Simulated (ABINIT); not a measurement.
Crystal: CuI (Marshite).

```
I Cu
1.0
     0.00000    3.03150    3.03150
     3.03150    0.00000    3.03150
     3.03150    3.03150    0.00000
I Cu
1 1
Direct
  0.00000 0.00000 0.00000
  0.75000 0.75000 0.75000
```

Program: ABINIT 10.8.3 (patched build). Alike in all runs: potentials or basis JTH PAW PBE v2.0; no spin polarisation; cell as given; smearing fermi-dirac 0.05 eV.

Task: Order these runs on this cell by their band gap on the k mesh, lowest first.
A. level WC; k mesh 8 × 8 × 8; cutoff (eV) 707; fine-grid cutoff 1306.15 eV
B. level RPBE; k mesh 8 × 8 × 8; cutoff (eV) 707; fine-grid cutoff 1306.15 eV
C. level r2SCAN; k mesh 5 × 5 × 5; cutoff (eV) 844; fine-grid cutoff 1442.2 eV

Result: A (0.98 eV), B (1.25 eV), C (1.58 eV).

Caveats: spin-orbit coupling is left out, which moves the levels of the heavy elements.
